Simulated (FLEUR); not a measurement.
# BaTe (Fm-3m) in FLEUR: a series of runs

One crystal, BaTe, is run at these levels: PBEsol; tasks: equation of state.

Program: FLEUR MaX-R8.1 (later development tree). These are calculated values, not measurements. Logs are shortened: lines on timing, memory, paths and dates and some standing lists are left out, and cuts for length are marked.

## 1. Starting point

Symmetry: Fm-3m, No. 225, cubic system. The conventional cell has a = 6.820 Å, b = 6.820 Å, c = 6.820 Å, α = 90.00°, β = 90.00°, γ = 90.00°. Ba (site symmetry m-3m) has 6 Te at 3.41 Å as nearest neighbours. Te (site symmetry m-3m) is surrounded by 6 Ba at 3.41 Å.

## 2. Equation of state, PBEsol, 37.27 Å³/atom (volume scaled by 0.94)

inp.xml

```xml
<?xml version="1.0" encoding="UTF-8" standalone="no"?>
<fleurInput fleurInputVersion="0.39">
   <comment>
      BaTe                                                                                                
   </comment>
   <calculationSetup>
      <cutoffs Kmax="4.1" Gmax="12.7" GmaxXC="12.7" numbands="0"/>
      <scfLoop itmax="60" minDistance="0.00001" maxIterBroyd="15" imix="Anderson" alpha="0.05" precondParam="0.0" spinf="2.0" sdNocoIR="T"/>
      <coreElectrons ctail="T" frcor="F" kcrel="0" coretail_lmax="0"/>
      <xcFunctional name="PBEs" relativisticCorrections="F"/>
      <magnetism jspins="1"/>
      <soc l_soc="F" theta="0.0" phi="0.0" spav="F"/>
      <expertModes spex="0" secvar="F"/>
      <geometryOptimization l_f="F" forcealpha="1.0" forcemix="BFGS" epsdisp="0.00001" epsforce="0.00001"/>
      <ldaU l_linMix="F" mixParam="0.05" spinf="1.0"/>
   </calculationSetup>
   <cell>
      <bzIntegration valenceElectrons="42.0" mode="hist" fermiSmearingEnergy="0.00183747">
         <kPointListSelection listName="default-1"/>
         <!-- k-points included here -->
         <xi:include xmlns:xi="http://www.w3.org/2001/XInclude" href="kpts.xml"> </xi:include>
      </bzIntegration>
      <!-- symmetry operations included here -->
      <xi:include xmlns:xi="http://www.w3.org/2001/XInclude" href="sym.xml"> </xi:include>
      <bulkLattice scale="0.9795861087">
         <bravaisMatrix>
            <row-1>    0.0000000000000000     6.4439660848860001     6.4439660848860001</row-1>
            <row-2>    6.4439660848860001     0.0000000000000000     6.4439660848860001</row-2>
            <row-3>    6.4439660848860001     6.4439660848860001     0.0000000000000000</row-3>
         </bravaisMatrix>
      </bulkLattice>
   </cell>
   <atomSpecies>
      <species name="Barium (Ba)" element="Ba" atomicNumber="56">
         <mtSphere radius="2.66" gridPoints="879" logIncrement="0.015"/>
         <atomicCutoffs lmax="10" lnonsphr="10"/>
         <electronConfig flipSpins="F">
            <coreConfig>(1s1/2) (2s1/2) (2p1/2) (2p3/2) (3s1/2) (3p1/2) (3p3/2) (4s1/2) (3d3/2) (3d5/2) (4p1/2) (4p3/2)</coreConfig>
            <valenceConfig>(5s1/2) (4d3/2) (4d5/2) (5p1/2) (5p3/2) (6s1/2)</valenceConfig>
         </electronConfig>
         <energyParameters s="6" p="5" d="4" f="4"/>
         <lo type="SCLO" l="0" n="5" eDeriv="0"/>
         <lo type="HELO" l="1" n="6" eDeriv="0"/>
         <lo type="HELO" l="1" n="6" eDeriv="1"/>
         <lo type="HELO" l="2" n="5" eDeriv="0"/>
         <lo type="HELO" l="2" n="5" eDeriv="1"/>
         <lo type="SCLO" l="3" n="4" eDeriv="2"/>
      </species>
      <species name="Tellurium (Te)" element="Te" atomicNumber="52">
         <mtSphere radius="2.66" gridPoints="879" logIncrement="0.015"/>
         <atomicCutoffs lmax="10" lnonsphr="10"/>
         <electronConfig flipSpins="F">
            <coreConfig>(1s1/2) (2s1/2) (2p1/2) (2p3/2) (3s1/2) (3p1/2) (3p3/2) (4s1/2) (3d3/2) (3d5/2)</coreConfig>
            <valenceConfig>(4p1/2) (4p3/2) (5s1/2) (4d3/2) (4d5/2) (5p1/2) (5p3/2)</valenceConfig>
            <stateOccupation state="(5p1/2)" spinUp="0.666667" spinDown="0.666667"/>
            <stateOccupation state="(5p3/2)" spinUp="1.333333" spinDown="1.333333"/>
         </electronConfig>
         <energyParameters s="5" p="5" d="5" f="4"/>
         <lo type="SCLO" l="1" n="4" eDeriv="0"/>
         <lo type="SCLO" l="1" n="4" eDeriv="1"/>
         <lo type="SCLO" l="2" n="4" eDeriv="0"/>
         <lo type="SCLO" l="2" n="4" eDeriv="1"/>
         <lo type="SCLO" l="0" n="5" eDeriv="2"/>
         <lo type="SCLO" l="3" n="4" eDeriv="2"/>
      </species>
   </atomSpecies>
   <atomGroups>
      <atomGroup species="Barium (Ba)">
         <relPos label="                   1">.0000000000 .0000000000 .0000000000</relPos>
         <force calculate="T" relaxXYZ="TTT"/>
      </atomGroup>
      <atomGroup species="Tellurium (Te)">
         <relPos label="                   2">1.000/2.000 1.000/2.000 1.000/2.000</relPos>
         <force calculate="T" relaxXYZ="TTT"/>
      </atomGroup>
   </atomGroups>
   <output dos="F" band="F" slice="F">
      <checks vchk="F" cdinf="F"/>
      <bandDOS minEnergy="-.5*Htr" maxEnergy="0.5*Htr" sigma="0.015" storeEVData="T"/>
      <vacuumDOS vacdos="F" integ="F" star="F" nstars="0" locx1="0.0" locy1="0.0" locx2="0.0" locy2="0.0" nstm="0" tworkf="0.0"/>
      <unfoldingBand unfoldBand="F" supercellX="1" supercellY="1" supercellZ="1"/>
      <plotting iplot="0" polar="F">
         <plot TwoD="T" vec1="  1.0  0.0  0.0" vec2="  0.0  1.0  0.0" vec3="  0.0  0.0  1.0" zero="  0.0  0.0  0.0" file="plot"/>
      </plotting>
      <chargeDensitySlicing numkpt="0" minEigenval="0.0" maxEigenval="0.0" nnne="0" pallst="F"/>
      <specialOutput eonly="F"/>
      <moessbauerParams electricFieldGradient="T" isomerShift="T" coreHyperfine="T" valenceHyperfine="T"/>
      <magneticCircularDichroism mcd="F" energyLo="-10.0" energyUp="0.0"/>
   </output>
  <!-- We include the file relax.xml here to enable relaxations (see documentation) -->
  <xi:include xmlns:xi="http://www.w3.org/2001/XInclude" href="relax.xml"> <xi:fallback/> </xi:include>
</fleurInput>
```

Potentials or basis: all-electron, FLAPW.

Started as:

```bash
> inpgen -f crystal.txt -profile fastHighL
> # inp.xml edited to the form shown
> fleur_MPI
```

What it wrote:

```text
Welcome to FLEUR        (www.flapw.de)
      MaX-Release 8.1          (www.max-centre.eu)

 ========== k-point set info ==========
 Selected k-point list: default-1
 k-point list type: mesh
 7 x 7 x 7
 Number of k points: 20

 ------------Calculation Setup---------------------------
 Number of MPI-tasks      :            1
 Number of PE/node        :            1
 Number of OMP-threads    :            1
 Most efficient MPI parallelization for:
           1           2           4           5          10          20
 Additional eigenvalue parallelization possible
 Number of basis functions:          682
 Approximate size of matrices (H+S) per k-point:         0.007 GB
 --------------------------------------------------------
 Iteration:     1   Distance:       4.45096112 me/bohr^3
 Iteration:     2   Distance:       4.18815689 me/bohr^3
 Iteration:     3   Distance:       1.30007624 me/bohr^3
 Iteration:     4   Distance:       0.55960608 me/bohr^3
 Iteration:     5   Distance:       0.48937885 me/bohr^3
 Iteration:     6   Distance:       0.06810153 me/bohr^3
 Iteration:     7   Distance:       0.06150190 me/bohr^3
 Iteration:     8   Distance:       0.00980701 me/bohr^3
 Iteration:     9   Distance:       0.00500977 me/bohr^3
 Iteration:    10   Distance:       0.00304628 me/bohr^3
 Iteration:    11   Distance:       0.00044923 me/bohr^3
 Iteration:    12   Distance:       0.00016800 me/bohr^3
 Iteration:    13   Distance:       0.00004814 me/bohr^3
 Iteration:    14   Distance:       0.00000361 me/bohr^3

 ********************************************************************
 Run finished successfully
 Stop message:
   all done
 ********************************************************************
```

out.xml (last iteration):

```text
<iteration numberForCurrentRun="   14" overallNumber="   14">
         <energyParameters units="Htr">
            <atomicEP atomType="1" spin="1" branch="6s" branchLowest="-0.56" branchHighest="3.14" value="0.2110336017"/>
            <atomicEP atomType="1" spin="1" branch="5p" branchLowest="-6.13" branchHighest="0.15" value="-0.1916415849"/>
            <atomicEP atomType="1" spin="1" branch="4d" branchLowest="-27.56" branchHighest="-2.78" value="-2.7452034342"/>
            <atomicEP atomType="1" spin="1" branch="4f" branchLowest="-9.99" branchHighest="0.69" value="0.4722089707"/>
            <loAtomicEP atomType="1" spin="1" branch="5s" branchLowest="-8.44" branchHighest="-0.56" value="-0.7422049894"/>
            <heloAtomicEP atomType="1" spin="1" branch="6p" branchLowest="2.57" branchHighest="2.57" value="2.5676325196"/>
            <heloAtomicEP atomType="1" spin="1" branch="6p" branchLowest="2.57" branchHighest="2.57" value="2.5676325196"/>
            <heloAtomicEP atomType="1" spin="1" branch="5d" branchLowest="0.94" branchHighest="0.94" value="0.9448100912"/>
            <heloAtomicEP atomType="1" spin="1" branch="5d" branchLowest="0.94" branchHighest="0.94" value="0.9448100912"/>
            <loAtomicEP atomType="1" spin="1" branch="4f" branchLowest="-9.99" branchHighest="0.69" value="0.4718433355"/>
            <atomicEP atomType="2" spin="1" branch="5s" branchLowest="-5.55" branchHighest="0.35" value="-0.1296811442"/>
            <atomicEP atomType="2" spin="1" branch="5p" branchLowest="-3.71" branchHighest="0.98" value="0.1640830501"/>
            <atomicEP atomType="2" spin="1" branch="5d" branchLowest="-1.04" branchHighest="2.07" value="0.4073113562"/>
            <atomicEP atomType="2" spin="1" branch="4f" branchLowest="-9.99" branchHighest="1.58" value="0.5649891121"/>
            <loAtomicEP atomType="2" spin="1" branch="4p" branchLowest="-29.02" branchHighest="-3.71" value="-3.7270338787"/>
            <loAtomicEP atomType="2" spin="1" branch="4p" branchLowest="-29.02" branchHighest="-3.71" value="-3.7270338787"/>
            <loAtomicEP atomType="2" spin="1" branch="4d" branchLowest="-20.08" branchHighest="-1.04" value="-1.0468037834"/>
            <loAtomicEP atomType="2" spin="1" branch="4d" branchLowest="-20.08" branchHighest="-1.04" value="-1.0468037834"/>
            <loAtomicEP atomType="2" spin="1" branch="5s" branchLowest="-5.55" branchHighest="0.35" value="-0.1296811442"/>
            <loAtomicEP atomType="2" spin="1" branch="4f" branchLowest="-9.99" branchHighest="1.58" value="0.5649893688"/>
         </energyParameters>
         <eigenvalues>
            <eigenvaluesAt spin="1" ikpt="1" k_x="0.00000000" k_y="0.00000000" k_z="0.00000000">
                      -3.7154210603       -3.7154210603       -3.7154210603       -2.7830604605       -2.7830604605
                      -2.7830604605       -2.7827477400       -2.7827477400       -1.0502459775       -1.0502459775
                      -1.0497324736       -1.0497324736       -1.0497324736       -0.7393135500       -0.1944831008
                      -0.1944831008       -0.1944831008       -0.1264628553        0.2354290884        0.2354290884
                       0.2354290884        0.3399376724        0.3399376724        0.3399376724        0.3615217939
                       0.3698059765        0.3698059765        0.4601608019        0.5732499297        0.5732499297
                       0.5732499297        0.5870332769        0.5870332769
            </eigenvaluesAt>
            <eigenvaluesAt spin="1" ikpt="2" k_x="0.00000000" k_y="0.00000000" k_z="0.14285714">
                      -3.7154210575       -3.7154210575       -3.7154210504       -2.7830605550       -2.7830604677
                      -2.7830604677       -2.7827477502       -2.7827477502       -1.0502466372       -1.0502466372
                      -1.0497316619       -1.0497305168       -1.0497305168       -0.7391101676       -0.2023676252
                      -0.1945781049       -0.1945781049       -0.1159881669        0.2086452250        0.2218580440
                       0.2218580440        0.3415722631        0.3504072410        0.3504072410        0.3943816765
[... 49 lines left out ...]
            <state n="2" l="0" j="0.5" energy="-177.5157925276" weight="1.0000000000"/>
            <state n="2" l="1" j="0.5" energy="-166.3109033999" weight="1.0000000000"/>
            <state n="2" l="1" j="1.5" energy="-156.2308221253" weight="2.0000000000"/>
            <state n="3" l="0" j="0.5" energy="-34.9378220772" weight="1.0000000000"/>
            <state n="3" l="1" j="0.5" energy="-30.3302709520" weight="1.0000000000"/>
            <state n="3" l="1" j="1.5" energy="-28.4516546987" weight="2.0000000000"/>
            <state n="4" l="0" j="0.5" energy="-5.5495952064" weight="1.0000000000"/>
            <state n="3" l="2" j="1.5" energy="-20.3177989960" weight="2.0000000000"/>
            <state n="3" l="2" j="2.5" energy="-19.9247746260" weight="3.0000000000"/>
         </coreStates>
         <allElectronCharges>
            <spinDependentCharge spin="1" total="108.0000000" interstitial="4.2362609" mtSpheres="103.7637391"/>
            <totalCharge value="107.9999999930"/>
         </allElectronCharges>
         <moessbauerParams unitsHFF="kG" unitsIS="e/bohr^3" unitsEFG="Htr/bohr^2">
            <coreIsomerShift atomType="1" isTotal="329584.03086">
               <shell n="1" l="0" isomerShift="284504.16688"/>
               <shell n="2" l="0" isomerShift="34956.12350"/>
               <shell n="2" l="1" isomerShift="1092.62592"/>
               <shell n="3" l="0" isomerShift="7123.78282"/>
               <shell n="3" l="1" isomerShift="243.33400"/>
               <shell n="4" l="0" isomerShift="1611.51825"/>
               <shell n="3" l="2" isomerShift="0.00006"/>
               <shell n="4" l="1" isomerShift="52.47944"/>
            </coreIsomerShift>
            <coreIsomerShift atomType="2" isTotal="231852.03950">
               <shell n="1" l="0" isomerShift="201377.27695"/>
               <shell n="2" l="0" isomerShift="23972.91315"/>
               <shell n="2" l="1" isomerShift="631.57022"/>
               <shell n="3" l="0" isomerShift="4736.33453"/>
               <shell n="3" l="1" isomerShift="135.35842"/>
               <shell n="4" l="0" isomerShift="998.58620"/>
               <shell n="3" l="2" isomerShift="0.00003"/>
            </coreIsomerShift>
            <isomerShift atomType="1" nucleusRadius="0.0001219" averageDensity="329860.54865"/>
            <isomerShift atomType="2" nucleusRadius="0.0001189" averageDensity="231965.81752"/>
            <electricFieldGradient atomType="1" VXX="0.00000" VYY="0.00000" VZZ="0.00000" asymParam="0.00000">
            </electricFieldGradient>
            <electricFieldGradient atomType="2" VXX="0.00000" VYY="0.00000" VZZ="0.00000" asymParam="0.00000">
            </electricFieldGradient>
         </moessbauerParams>
         <totalEnergy                                    value="   -14930.2562015567" units="Htr">
            <sumOfEigenvalues                            value="    -9127.6347542699">
               <coreElectrons value="-9065.2682949807"/>
               <valenceElectrons value="-62.3664592893"/>
            </sumOfEigenvalues>
            <densityCoulombPotentialIntegral value="-24510.8877643576"/>
            <densityEffectivePotentialIntegral value="-24995.5126434213"/>
            <chargeDenXCDenIntegral value="-368.4830435274"/>
            <FockExchangeEnergyValence value="0.0000000000"/>
            <FockExchangeEnergyCore value="0.0000000000"/>
            <atomTypeDependentContributions atomType="1">
               <electronNucleiInteractionDifferentMTs value="9878.0952327996"/>
               <MadelungTerm value="-30.8871088046"/>
            </atomTypeDependentContributions>
            <atomTypeDependentContributions atomType="2">
               <electronNucleiInteractionDifferentMTs value="8241.6995516175"/>
               <MadelungTerm value="-23.5252717803"/>
            </atomTypeDependentContributions>
            <tkbTimesEntropy value="0.0000000000"/>
            <freeEnergy value="-14930.2562015567"/>
            <extrapolationTo0K value="-14930.2562015567"/>
         </totalEnergy>
         <densityConvergence units="me/bohr^3">
            <chargeDensity spin="1" distance="0.0000036087"/>
         </densityConvergence>
      </iteration>
```

It took 62 s on 1 thread of Arm Neoverse V1, shared host; peak memory 0.07 GiB.

Results:

| Item | Value |
| --- | --- |
| Free energy | -406272.9683 eV |
| Band gap on the k mesh | 1.23 eV, indirect (least direct gap 1.56 eV) |
| Valence electrons inside the program's atomic spheres | Ba 17.46; Te 20.31 (radii Ba 2.66, Te 2.66 bohr) |

Caveat: spin-orbit coupling is left out, which moves the levels of the heavy elements; an odd mesh through Γ misses points on the zone boundary, where band edges often lie.

## 3. Equation of state, PBEsol, 38.07 Å³/atom (volume scaled by 0.96)

inp.xml, as its differences from that of step 2:

```diff
@@ -24,3 +24,3 @@
       <xi:include xmlns:xi="http://www.w3.org/2001/XInclude" href="sym.xml"> </xi:include>
-      <bulkLattice scale="0.9795861087">
+      <bulkLattice scale="0.9864848297">
          <bravaisMatrix>
```

Potentials or basis: all-electron, FLAPW.

Started as:

```bash
> inpgen -f crystal.txt -profile fastHighL
> # inp.xml edited to the form shown
> fleur_MPI
```

Wall time 63 s (1 thread of Arm Neoverse V1, shared host); peak memory 0.07 GiB.

The run converged. Its results:

```yaml
Free_energy: -406273.0102 eV
Band_gap_on_the_k_mesh: 1.29 eV, indirect (least direct gap 1.63 eV)
Valence_electrons_inside_the_program's_atomic_spheres: Ba 17.44; Te 20.30 (radii Ba 2.66, Te 2.66 bohr)
```

Caveat: spin-orbit coupling is left out, which moves the levels of the heavy elements; an odd mesh through Γ misses points on the zone boundary, where band edges often lie.

[end of part 1 of 2]
